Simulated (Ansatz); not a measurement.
## CuO under changes of volume

One of the cells (12.605 Å³/atom); the others are scaled copies at fixed shape and fractional positions:

```
CELL_PARAMETERS angstrom
3.28802 0.00000 0.00000
-1.64401 2.84751 0.00000
0.00000 0.00000 5.38502
ATOMIC_POSITIONS crystal
Cu 0.66667 0.33333 0.00000
Cu 0.33333 0.66667 0.50000
O 0.66667 0.33333 0.62520
O 0.33333 0.66667 0.12520
```

Measurements of this composition are mostly on another form, of space group No. 15.

| Property | Result |
| --- | --- |
| Program | Ansatz 0.2.0 |
| Functional | PBE |
| Potentials or basis | Ansatz PAW |
| Cutoff | 420 eV (not typed: the program's choice for these potentials) |
| k mesh | 9 × 9 × 5 |
| Occupations | fermi-dirac, width 0.05 eV |
| Spin | no spin polarisation |

```tsv
volume (Å³/atom)	energy over the lowest point (meV/atom)	pressure (GPa)	largest force (eV/Å)
11.848	0.00	-2.5	0.102
12.100	6.07	-5.0	0.092
12.352	15.84	-7.2	0.083
12.605	28.81	-9.1	0.074
12.857	44.68	-10.8	0.067
13.109	?	?	?
13.361	83.74	-13.7	0.053
```

Problem. What does the run at 13.109 Å³/atom give?

Solution. Energy over the lowest point 63.11 meV/atom; pressure -12.4 GPa; largest force 0.059 eV/Å.

Worked out: A Birch-Murnaghan fit of order 3 (a polynomial in V^(-2/3)) to the other rows has its minimum at 11.61 Å³/atom, just outside them, with B0 = V·E''(V) = 134 GPa and B' = 4.4 at fixed shape and positions, which overstates the stiffness. It gives 63.07 meV/atom at 13.109 Å³/atom, against the run's 63.11, and -dE/dV = -12.4 GPa, against -12.4.

Energies are extrapolated to zero smearing.

Caveats: the run has no spin polarisation, though such a crystal can be magnetic.
